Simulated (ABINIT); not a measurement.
# Si (P6_422) in ABINIT: reference runs

Reference runs on Si: the cell as given and a disturbed copy.

All numbers are computed with ABINIT 10.8.3 (patched build); they aren't measurements. Logs are shortened: lines on timing, memory, paths and dates and some standing lists are left out, and cuts for length are marked. The log counts tension as positive stress, the text compression.

### 1 The structure

It takes space group P6_422 (No. 181, hexagonal). The conventional cell has a = 3.906 Å, b = 3.906 Å, c = 4.117 Å, α = 90.00°, β = 90.00°, γ = 120.00°. Around Si (site symmetry 222) lie 4 Si at 2.39 Å.

The cell was built by a generator and needn't be a form met in nature.

### 2 Single point, PBE

Input file run.abi:

```
# Pseudopotentials
pp_dirpath "./"
pseudos "Si.GGA_PBE-JTH.xml"

# Structure
structure "poscar:POSCAR"
natom 3

# Plane-wave basis
ecut 408.170794 eV
pawecutdg 30.0
pawxcdev 0

# k points
kptopt 1
ngkpt 8 8 7
nshiftk 1
shiftk 0.0 0.0 0.0

# Exchange and correlation
ixc 11

# Bands and occupations
nband 10
occopt 3
tsmear 0.05 eV

# SCF cycle
nstep 100
tolvrs 1.0e-9

# Output
iomode 3
prtwf 0
prtden 0
prteig 0
prtebands 0
enunit 2
```

Input file POSCAR:

```
Si
1.0
    3.9057500000      0.0000000000      0.0000000000
   -1.9528700000      3.3824800000      0.0000000000
    0.0000000000      0.0000000000      4.1166600000
Si
3
Direct
    0.0000000000      0.5000000000      0.3333300000  Si
    0.5000000000      0.5000000000      0.6666700000  Si
    0.5000000000      0.0000000000      0.0000000000  Si
```

Potentials or basis: JTH PAW PBE v2.0.

Command:

```sh
$ abinit run.abi > log 2>&1
```

run.abo:

```text
.Version 10.8.3 of ABINIT
 Symmetries : space group P6_4 2 2 (#181); Bravais hP (primitive hexag.)
================================================================================
 Values of the parameters that define the memory need of the present run
     intxc =       0    ionmov =       0      iscf =      17    lmnmax =       8
     lnmax =       4     mgfft =      30  mpssoang =       2    mqgrid =    3001
     natom =       3  nloc_mem =       2    nspden =       1   nspinor =       1
    nsppol =       1      nsym =      12    n1xccc =       1    ntypat =       1
    occopt =       3   xclevel =       2
       mpw =        1039          nfft =       21870          nkpt =          40
 PAW method is used; the additional fine FFT grid is defined by:
   mgfftf=        40    nfftf =     64000
================================================================================
================================================================================

--------------------------------------------------------------------------------
------------- Echo of variables that govern the present computation ------------
--------------------------------------------------------------------------------
 -outvars: echo values of preprocessed input variables --------
            acell      7.3807965008E+00  7.3807965008E+00  7.7793599535E+00 Bohr
              amu      2.80855000E+01
             ecut      1.50000000E+01 Hartree
           enunit           2
              ixc          11
         kptrlatt        8    0    0      0    8    0      0    0    7
          kptrlen      5.44555197E+01
            natom           3
            nband          10
            ngfft          27      27      30
          ngfftdg          40      40      40
             nkpt          40
            nstep         100
             nsym          12
           ntypat           1
           occopt           3
        pawecutdg      3.00000000E+01 Hartree
         pawxcdev           0
           prtden           0
        prtebands           0
           prteig           0
            prtwf           0
            rprim      1.0000000000E+00  0.0000000000E+00  0.0000000000E+00
                      -5.0000000000E-01  8.6602540378E-01  0.0000000000E+00
                       0.0000000000E+00  0.0000000000E+00  1.0000000000E+00
          spgroup         181
           tolvrs      1.00000000E-09
           tsmear      1.83746611E-03 Hartree
            typat      1  1  1
           useylm           1
           xangst     -9.7643732597E-01  1.6912390590E+00  1.3722200000E+00
                       9.7643732597E-01  1.6912390590E+00  2.7444400000E+00
                       1.9528746519E+00 -1.5889172933E-16  9.5217180507E-17
            xcart     -1.8451991252E+00  3.1959786349E+00  2.5931199845E+00
                       1.8451991252E+00  3.1959786349E+00  5.1862399690E+00
                       3.6903982504E+00 -3.0026185211E-16  1.7993439364E-16
             xred     -7.1048964920E-18  5.0000000000E-01  3.3333333333E-01
                       5.0000000000E-01  5.0000000000E-01  6.6666666667E-01
                       5.0000000000E-01 -4.6974946708E-17  2.3129716932E-17
            znucl       14.00000

================================================================================

 chkinp: Checking input parameters for consistency.

================================================================================
== DATASET  1 ==================================================================

--- !DatasetInfo
iteration_state: {dtset: 1, }
dimensions: {natom: 3, nkpt: 40, mband: 10, nsppol: 1, nspinor: 1, nspden: 1, mpw: 1039, }
cutoff_energies: {ecut:  15.0, pawecutdg:  30.0, }
electrons: {nelect:   1.20000000E+01, charge:   0.00000000E+00, occopt:   3.00000000E+00, tsmear:   1.83746611E-03, }
meta: {optdriver: 0, ionmov: 0, optcell: 0, iscf: 17, paral_kgb: 0, }
...

 Exchange-correlation functional for the present dataset will be:
  GGA: Perdew-Burke-Ernzerhof functional - ixc=11
  J.P.Perdew, K.Burke, M.Ernzerhof, PRL 77, 3865 (1996)

 Real(R)+Recip(G) space primitive vectors, cartesian coordinates (Bohr,Bohr^-1):
 R(1)=  7.3807965  0.0000000  0.0000000  G(1)=  0.1354867  0.0782233  0.0000000
 R(2)= -3.6903983  6.3919573  0.0000000  G(2)=  0.0000000  0.1564466  0.0000000
 R(3)=  0.0000000  0.0000000  7.7793600  G(3)=  0.0000000  0.0000000  0.1285453
 Unit cell volume ucvol=  3.6701259E+02 bohr^3
 Angles (23,13,12)=  9.00000000E+01  9.00000000E+01  1.20000000E+02 degrees

 Coarse grid specifications (used for wave-functions):

 getcut: wavevector=  0.0000  0.0000  0.0000  ngfft=  27  27  30
         ecut(hartree)=     15.000   => boxcut(ratio)=   2.02249

[... 55 lines left out ...]
etotal    :  -1.19375127E+01
entropy   :   0.00000000E+00
fermie    :   2.43366688E-01
cartesian_stress_tensor: # hartree/bohr^3
- [  4.92339136E-06,   0.00000000E+00,   0.00000000E+00, ]
- [  0.00000000E+00,   4.92339136E-06,   0.00000000E+00, ]
- [  0.00000000E+00,   0.00000000E+00,   3.19400368E-06, ]
pressure_GPa:  -1.2789E-01
xred      :
- [ -7.1049E-18,   5.0000E-01,   3.3333E-01, Si]
- [  5.0000E-01,   5.0000E-01,   6.6667E-01, Si]
- [  5.0000E-01,  -4.6975E-17,   2.3130E-17, Si]
cartesian_forces: # hartree/bohr
- [  7.60036881E-31,  -4.38807498E-31,  -7.11284642E-23, ]
- [ -3.80018440E-31,   2.19403749E-31,   1.42256928E-22, ]
- [ -3.80018440E-31,   2.19403749E-31,  -7.11284642E-23, ]
force_length_stats: {min:   7.11284642E-23, max:   1.42256928E-22, mean:   9.48379523E-23, }
...

 Integrated electronic density in atomic spheres:
 ------------------------------------------------
 Atom  Sphere_radius  Integrated_density
    1        1.90945          1.50965592
    2        1.90945          1.50965592
    3        1.90945          1.51593030

================================================================================

 ----iterations are completed or convergence reached----

 Mean square residual over all n,k,spin=   34.130E-09; max=  10.529E-06
 reduced coordinates (array xred) for    3 atoms
      -0.000000000000      0.500000000000      0.333333333333
       0.500000000000      0.500000000000      0.666666666667
       0.500000000000     -0.000000000000      0.000000000000
 rms dE/dt=  5.5333E-22; max dE/dt=  8.4145E-30; dE/dt below (all hartree)
    1      -0.000000000000      0.000000000000      0.000000000000
    2       0.000000000000      0.000000000000     -0.000000000000
    3       0.000000000000      0.000000000000      0.000000000000

 cartesian coordinates (angstrom) at end:
    1     -0.97643732597449     1.69123905899452     1.37222000000000
    2      0.97643732597449     1.69123905899452     2.74444000000000
    3      1.95287465194899    -0.00000000000000     0.00000000000000

 cartesian forces (hartree/bohr) at end:
    1      0.00000000000000    -0.00000000000000    -0.00000000000000
    2     -0.00000000000000     0.00000000000000     0.00000000000000
    3     -0.00000000000000     0.00000000000000    -0.00000000000000
 frms,max,avg= 5.8076148E-23 1.4225693E-22   0.000E+00  0.000E+00  0.000E+00 h/b

 cartesian forces (eV/Angstrom) at end:
    1      0.00000000000000    -0.00000000000000    -0.00000000000000
    2     -0.00000000000000     0.00000000000000     0.00000000000000
    3     -0.00000000000000     0.00000000000000    -0.00000000000000
 frms,max,avg= 2.9863956E-21 7.3151454E-21   0.000E+00  0.000E+00  0.000E+00 e/A
 length scales=  7.380796500822  7.380796500822  7.779359953480 bohr
              =  3.905749303898  3.905749303898  4.116660000000 angstroms
 Fermi (or HOMO) energy (hartree) =   0.24337   Average Vxc (hartree)=  -0.37112
 Eigenvalues (hartree) for nkpt=  40  k points:
 kpt#   1, nband= 10, wtk=  0.00223, kpt=  0.0000  0.0000  0.0000 (reduced coord)
  -0.22721    0.05735    0.05735    0.12341    0.21889    0.21889    0.27913    0.27913
   0.37943    0.43075
      occupation numbers for kpt#   1
   2.00000    2.00000    2.00000    2.00000    2.00000    2.00000    0.00000    0.00000
   0.00000    0.00000
 prteigrs : prtvol=0 or 1, do not print more k-points.

 Fermi (or HOMO) energy (eV) =   6.62234   Average Vxc (eV)= -10.09874
 Eigenvalues (   eV  ) for nkpt=  40  k points:
 kpt#   1, nband= 10, wtk=  0.00223, kpt=  0.0000  0.0000  0.0000 (reduced coord)
  -6.18271    1.56065    1.56068    3.35808    5.95630    5.95630    7.59551    7.59558
  10.32494   11.72131
 prteigrs : prtvol=0 or 1, do not print more k-points.

--- !EnergyTerms
iteration_state     : {dtset: 1, }
comment             : Components of total free energy in Hartree
kinetic             :  4.49131418736638E+00
hartree             :  4.96818078508419E-01
xc                  : -7.15974185801206E+00
Ewald energy        : -1.33817269635415E+01
psp_core            :  4.64185850044397E-01
local_psp           : -2.37277615640020E+00
PAW spherical_terms :  5.52442348305010E+00
internal            : -1.19375033789844E+01
'-kT*entropy'       : -2.58797200788122E-05
total_energy        : -1.19375292587045E+01
total_energy_eV     : -3.24836719481308E+02
...

--- !EnergyTermsDC
iteration_state     : {dtset: 1, }
comment             : '"Double-counting" decomposition of free energy'
band_energy         :  5.33871746045295E-01
Ewald energy        : -1.33817269635415E+01
psp_core            :  4.64185850044397E-01
xc_dc               : -2.55432113610309E+00
PAW spherical_terms :  3.00050366625501E+00
internal            : -1.19374868372999E+01
'-kT*entropy'       : -2.58797200788122E-05
total_energy_dc     : -1.19375127170200E+01
total_energy_dc_eV  : -3.24836269359140E+02
...

--- !EnergyTermsWithPAWCore
iteration_state     : {dtset: 1, }
comment             : 'Components of total free energy, including PAW core contributions'
Total energy        : -8.70085014058924E+02
Total energy DC     : -8.70084997517240E+02
Total energy (eV)   : -2.36762193843972E+04
Total energy DC (eV): -2.36762189342750E+04
...

 Cartesian components of stress tensor (hartree/bohr^3)
  sigma(1 1)=  4.92339136E-06  sigma(3 2)=  0.00000000E+00
  sigma(2 2)=  4.92339136E-06  sigma(3 1)=  0.00000000E+00
  sigma(3 3)=  3.19400368E-06  sigma(2 1)=  0.00000000E+00

-Cartesian components of stress tensor (GPa)         [Pressure= -1.2789E-01 GPa]
- sigma(1 1)=  1.44851175E-01  sigma(3 2)=  0.00000000E+00
- sigma(2 2)=  1.44851175E-01  sigma(3 1)=  0.00000000E+00
- sigma(3 3)=  9.39708327E-02  sigma(2 1)=  0.00000000E+00

== END DATASET(S) ==============================================================
================================================================================

 -outvars: echo values of variables after computation  --------
            acell      7.3807965008E+00  7.3807965008E+00  7.7793599535E+00 Bohr
           etotal     -1.1937512717E+01
            fcart      7.6003688052E-31 -4.3880749756E-31 -7.1128464220E-23
                      -3.8001844026E-31  2.1940374878E-31  1.4225692844E-22
                      -3.8001844026E-31  2.1940374878E-31 -7.1128464220E-23
            rprim      1.0000000000E+00  0.0000000000E+00  0.0000000000E+00
                      -5.0000000000E-01  8.6602540378E-01  0.0000000000E+00
                       0.0000000000E+00  0.0000000000E+00  1.0000000000E+00
           strten      4.9233913632E-06  4.9233913632E-06  3.1940036828E-06
                       0.0000000000E+00  0.0000000000E+00  0.0000000000E+00
           xangst     -9.7643732597E-01  1.6912390590E+00  1.3722200000E+00
                       9.7643732597E-01  1.6912390590E+00  2.7444400000E+00
                       1.9528746519E+00 -1.5889172933E-16  9.5217180507E-17
             xred     -7.1048964920E-18  5.0000000000E-01  3.3333333333E-01
                       5.0000000000E-01  5.0000000000E-01  6.6666666667E-01
                       5.0000000000E-01 -4.6974946708E-17  2.3129716932E-17
 Calculation completed.
```

It took 14 s on 1 thread of Arm Neoverse V1, shared host; peak memory 0.1 GiB.

Results:

| Property | Result |
| --- | --- |
| Free energy | -324.8363 eV |
| Pressure | -0.1 GPa |
| Band gap on the k mesh | 0.11 eV, indirect (least direct gap 1.50 eV) |
| Valence electrons inside the program's atomic spheres | Si 1.51, 1.52 (radii [1.0104] Å) |

Levels at points of the mesh, in eV from the valence-band top:
```csv
k point,band 4,band 5,band 6,band 7,band 8,band 9
"(0.00, 0.00, 0.00)",-3.23,-0.63,-0.63,1.01,1.01,3.74
"(0.50, 0.00, 0.00)",-3.08,-2.72,-1.81,0.11,0.64,4.37
```

Caveat: an odd mesh through Γ misses points on the zone boundary, where band edges often lie.

### 3 Single point, PBE (atoms moved at random, drawn with an rms of 0.05 Å)

Edit run.abi of step 2 so:

```diff
@@ -5,4 +5,18 @@
 # Structure
-structure "poscar:POSCAR"
+acell 3*1.0 Angstrom
+rprim
+     3.9057500000     0.0000000000     0.0000000000
+    -1.9528700000     3.3824800000     0.0000000000
+     0.0000000000     0.0000000000     4.1166600000
+ntypat 1
+znucl 14
 natom 3
+typat 1 1 1
+xred
+    -0.0095290000     0.4842080000     0.3312080000
+     0.4994120000     0.4966630000     0.6527960000
+     0.4968470000     0.0052490000     0.0058690000
+chkprim 0
+chksymtnons 0
+tolsym 1.0e-6
```

Potentials or basis: JTH PAW PBE v2.0.

Command:

```sh
$ abinit run.abi > log 2>&1
```

It took 61 s on 1 thread of Arm Neoverse V1, shared host; peak memory 0.15 GiB.

It converged, with:

* Free energy: -324.7862 eV
* Pressure: 0.1 GPa
* Largest force: 0.973 eV/Å
* Band gap on the k mesh: none (metal or under the smearing width)
* Valence electrons inside the program's atomic spheres: Si 1.53, 1.51 (radii [1.0104] Å)

Forces in eV/Å, atoms in the order of the input:
```
Si   0.343  0.490 -0.058
Si  -0.245  0.209  0.729
Si  -0.098 -0.698 -0.671
```

Stress tensor (GPa, compression positive):
```
 0.98  1.15  0.83
 1.15 -0.68  0.66
 0.83  0.66 -0.01
```

Levels at points of the mesh, in eV from the Fermi level:
| k point | band 3 | band 4 | band 5 | band 6 | band 7 | band 8 | band 9 | band 10 |
| --- | --- | --- | --- | --- | --- | --- | --- | --- |
| (0.00, 0.00, 0.00) | -4.99 | -3.26 | -0.76 | -0.55 | 0.88 | 1.07 | 3.70 | 5.09 |
| (0.50, 0.00, 0.00) | -4.44 | -2.99 | -2.81 | -1.92 | 0.24 | 0.78 | 4.26 | 4.93 |
| (0.00, 0.50, 0.00) | -4.30 | -3.20 | -2.69 | -1.77 | -0.03 | 0.52 | 4.38 | 5.05 |
| (0.50, 0.50, 0.00) | -4.31 | -3.18 | -2.69 | -1.79 | 0.00 | 0.55 | 4.37 | 5.05 |
